How large is the unit cell of tantalum, and how hard is it to squeeze? Density-functional theory gives a different answer for each functional, the formula that turns the electron density into the exchange and correlation energy. The table holds six such formulas, each with a D4 term for the dispersion attraction between atoms, applied to the same body-centred cubic crystal. Four results are open and two are covered. The task is to work out from the four what PBE and AM05 will give.

Body-centred cubic tantalum, calculated with ABINIT 10.8.3 using plane-wave DFT with D4 dispersion and JTH PAW PBE v2.0 datasets, without spin polarisation or spin–orbit coupling. The k mesh is 11×11×11, the cutoff 517 eV (fine grid 1034 eV) and the Fermi–Dirac smearing 0.05 eV. Values are fitted to energies at seven volumes; the given cell has 18.01 Å³/atom.

| functional | equilibrium volume (Å³/atom) | equilibrium volume change (% of the given cell) | bulk modulus (GPa) | bulk modulus slope |
| --- | --- | --- | --- | --- |
| PBE | ? | ? | ? | ? |
| PBEsol | 17.521 | -2.720 | 214.90 | 4.340 |
| revPBE | 18.133 | 0.680 | 196.70 | 4.130 |
| RPBE | 18.145 | 0.750 | 196.60 | 4.190 |
| AM05 | ? | ? | ? | ? |
| BP86 | 17.783 | -1.260 | 205.70 | 3.270 |

The open rows have a clear order. PBEsol makes the smallest cell, BP86 comes next, and revPBE and RPBE share the top place, for their difference is too small to interpret. From PBEsol to revPBE the volume grows by 3.5 %, or a little over 1 % along each edge. The bulk modulus, which measures the pressure needed for a given relative compression, falls in the same order.

A likely reason for much of this order lies in how a functional treats an uneven density. All six start from the exchange energy of a uniform electron gas and correct it where the density changes quickly in space. The measure of that change is the reduced gradient $s$, which compares the steepness of the density with the density itself. When a crystal is stretched, the density between the atoms thins out and $s$ tends to rise there. A functional that rewards large $s$ with more exchange energy therefore lowers the energy of the stretched crystal more than that of the compressed one.

What this does to the cell follows from the shape of the energy curve. Near its minimum the energy is a parabola in the volume $V$ with curvature $B/V$, where $B$ is the bulk modulus. Add a small energy $\Delta E(V)$ and the minimum moves by

$$\Delta V \approx -\frac{V}{B}\,\frac{d\,\Delta E}{dV}.$$

If the added energy falls as the crystal expands, the cell grows. The dispersion term normally does the opposite, because its attraction strengthens as the atoms approach. Each volume in the table is the balance of both, and without runs that omit D4 their shares can't be told apart.

For PBE the gradient reward can be written down. The exchange energy of the uniform gas is multiplied by $1+g$, with

$$g(s)=\frac{\mu s^2}{1+\mu s^2/\kappa}.$$

Here $\mu$ sets how fast the reward starts and $\kappa$ where it levels off. PBEsol has a much smaller $\mu$ than PBE, and also a weaker gradient term in its correlation, which $g$ leaves out. The other two keep PBE's $\mu$ but give a larger reward at moderate $s$: revPBE through a larger $\kappa$, RPBE through a different curve with the same $\kappa$. PBE should thus lie between PBEsol and this pair, and closer to the pair.

To turn this into a number, take $s=1$ as a representative gradient and draw a straight line of volume against $g$ through PBEsol, revPBE and RPBE. With $\mu\approx0.2195$ and $\kappa\approx0.804$, PBE has $g\approx0.2195/(1+0.2195/0.804)\approx0.172$. The line then gives $16.72+7.49\times0.172\approx18.01$ Å³ per atom. The choice of $s=1$ is a convenience. A smaller representative gradient would move this towards revPBE, since the two forms agree when $s$ is small, and a larger one would lower it.

Two of the three points on that line nearly coincide, so it interpolates between PBEsol and the pair and doesn't test the gradient argument. The pair also carries large D4 terms and PBEsol has its own correlation, so the steepness of the line contains dispersion and correlation as well as exchange. BP86, left out because its correlation part has a different form altogether and its D4 term is strong, shows what the line can miss. Its exchange reward would put it at 18.05 Å³, yet the calculation gives 17.78. Those two differences are plausible causes, but no run separates them. A miss of this size calls for a generous range, and the forecast for PBE is $18.0\pm0.2$ Å³, between BP86 and revPBE.

AM05 needs another route. It divides the energy between exchange and correlation in its own way, so its exchange part alone is no fair guide. Its nearest relative in purpose is PBEsol, as both are built to describe surfaces well. I therefore give it PBEsol's volume and add 0.1 Å³, because AM05 tends, as a rough recollection, to make slightly larger cells in heavy transition metals. The forecast is $17.6\pm0.15$ Å³, slightly above PBEsol and below BP86.

The stiffness should follow the volume, because atoms held closer together resist further compression more strongly. The simplest version of this idea treats a change of functional as a uniform pressure acting on one fixed energy curve. Starting from PBEsol, that picture gives revPBE a bulk modulus of 185 GPa, while the calculation gives 197. In this picture the volume explains the direction of the change but exaggerates its size. The estimate rests on PBEsol's bulk modulus slope of 4.34, which is itself uncertain; a slope near 2.6 would be needed to close the gap.

The energies behind the table show that the gap doesn't hang on that slope. Both rows were scanned at the same volumes, and the energy of revPBE relative to PBEsol falls by about 17 meV per atom over the first step of the scan but by only about 14 meV over the last. The outward push weakens as the crystal expands, so it isn't a constant pressure: it adds curvature of its own to the energy. How much of this comes from exchange, from correlation or from D4 these runs don't separate. The larger cell is then softer than the small one, but less soft than expansion alone would make it.

A straight line of bulk modulus against volume through the four open rows takes up both effects. With the forecast volumes it gives $200\pm7$ GPa for PBE and $211\pm6$ GPa for AM05. The bulk modulus slope, which tells how fast the stiffness rises with pressure, shows no usable trend, so both rows get the average of the others, $4.0\pm0.8$. All these ranges are judgements rather than statistical errors.

The withheld rows as computed:

| functional | equilibrium volume (Å³/atom) | equilibrium volume change (% of the given cell) | bulk modulus (GPa) | bulk modulus slope |
| --- | --- | --- | --- | --- |
| PBE | 18.002 | -0.050 | 201.50 | 4.120 |
| AM05 | 17.450 | -3.110 | 224.00 | 5.480 |

PBE arrives where it was expected. Its volume is 18.00 Å³, its bulk modulus is little more than 1 GPa above the forecast, and its slope is within the range, a weak hit since PBE's energies scatter most about their fitted curve. The result supports the placing of PBE between PBEsol and the revPBE–RPBE pair. The closeness of the volume is no measure of the method's accuracy: it depends on the choice $s=1$, and BP86 has shown what the line can miss.

AM05 is a miss. Its volume of 17.45 Å³ lies at the very bottom of the stated range, and just outside it if the forecast is left unrounded at 17.62 Å³. The expected order is reversed, with AM05 below PBEsol. The comparison with PBEsol itself was sound to within 0.07 Å³; the added 0.1 Å³ pointed the wrong way. The recollection behind it may belong to calculations without dispersion, whereas these cells include D4 and use atomic datasets made for PBE. Either could matter, but the table can't decide between them.

The bulk modulus misses more clearly, at 224 GPa against a forecast of 211. The smaller cell accounts for part of this: with the computed volume, the same line gives 216 GPa. About 8 GPa remain, and they come together with a second miss, a slope of 5.48 where about 4 was forecast. These two misses are connected.

The connection appears when AM05 and PBEsol are compared at one common volume instead of each at its own minimum. To a good approximation the stiffness along one energy curve varies as $V^{-B'}$, where $B'$ is the bulk modulus slope. At 18.0 Å³ this gives AM05 $224\times(17.45/18.0)^{5.48}\approx189$ GPa and PBEsol $214.9\times(17.52/18.0)^{4.34}\approx191$ GPa. At the same spacing of the atoms the two functionals are almost equally stiff, and the excess of AM05 appears only as its steeper curve is followed down to its smaller cell.

That makes the bulk modulus of AM05 only as trustworthy as its slope. The slope depends on how the curvature itself changes, so small irregularities in the energies affect it far more than they affect the volume. The scanned volumes are also centred near 18.0 Å³, well above the minimum of AM05 (and of PBEsol), so an error in the slope is carried into the bulk modulus. The low slope of BP86 deserves the same caution. All rows also carry a warning: the directly computed pressures lie below those given by the slope of the energies, the usual sign of an incomplete plane-wave basis. The volumes here come from the energies, but that basis limits their accuracy too. The printed analysis after this text sets each forecast beside its computed value.

For practical use, a difference in bulk modulus between two functionals should be checked at a common volume before it is credited to a difference in bonding. The check can even reverse an order: at 18.0 Å³ the same rule gives revPBE $196.7\times(18.133/18.0)^{4.13}\approx203$ GPa, above PBEsol's 191. For AM05 the energies lean towards scatter as the source of the steep slope. Relative to PBEsol they rise at every step of the scan, by 0.7 to 2.3 meV per atom with no steady trend, much as a small constant inward pressure plus noise would make them. Seven points can't exclude a real steepening, and AM05's own fit has the smallest residual of the six. A denser scan centred on its own minimum would help to tell, and scans of both AM05 and PBEsol without D4 would show whether dispersion is what makes the AM05 cell the smaller one.

Output of the analysis:

```
fit of equilibrium_volume on 3 rows (~isbp): constant 16.72 +/- 0.051, coefficient of fx 7.492 +/- 0.31; rms 0.0119, worst revPBE -0.015, leave-one-out rms 0.254
  rows outside the fit (model, value, miss): PBE 18.01, 18, 0.00975; AM05 17.52, 17.45, 0.072; BP86 18.05, 17.78, 0.271
fit of bulk_modulus on 4 rows: constant 721 +/- 30, coefficient of vin -28.92 +/- 1.7; rms 0.62, worst BP86 1.03, leave-one-out rms 1.51
  rows outside the fit (model, value, miss): PBE 200.1, 201.5, -1.39; AM05 211.4, 224, -12.6
Volume in A^3 per atom:
     row  exchange gain  forecast or fit  half-range  computed  computed less forecast
     PBE         0.1724            18.01         0.2        18               -0.009755
  PBEsol         0.1071            17.52           0     17.52              -0.0009702
  revPBE         0.1866            18.12           0     18.13                 0.01504
    RPBE         0.1921            18.16           0     18.14                -0.01407
    AM05         0.1071            17.62        0.15     17.45                  -0.172
    BP86         0.1781            18.05           0     17.78                 -0.2711
Bulk modulus in GPa:
     row  forecast or fit  half-range  computed  computed less forecast  line at computed volume
     PBE            200.1           7     201.5                   1.387                    200.4
  PBEsol            214.3           0     214.9                  0.5948                    214.3
  revPBE            196.6           0     196.7                 0.09328                    196.6
    RPBE            196.3           0     196.6                  0.3403                    196.3
    AM05            211.4           6       224                   12.61                    216.4
    BP86            206.7           0     205.7                  -1.028                    206.7
Bulk modulus slope forecast for both rows, mean of known rows: 3.982
PBE bulk modulus slope, computed less forecast: 0.1375
AM05 bulk modulus slope, computed less forecast: 1.498
revPBE bulk modulus if the change from PBEsol were a uniform pressure, GPa: 185.1
computed revPBE bulk modulus less that estimate, GPa: 11.55
power of volume linking PBEsol and revPBE bulk moduli: -2.577
revPBE volume above PBEsol, percent: 3.493
RPBE volume less revPBE volume, A^3 per atom: 0.012
PBE volume less revPBE volume, A^3 per atom: -0.131
AM05 volume less PBEsol volume, A^3 per atom: -0.071
```
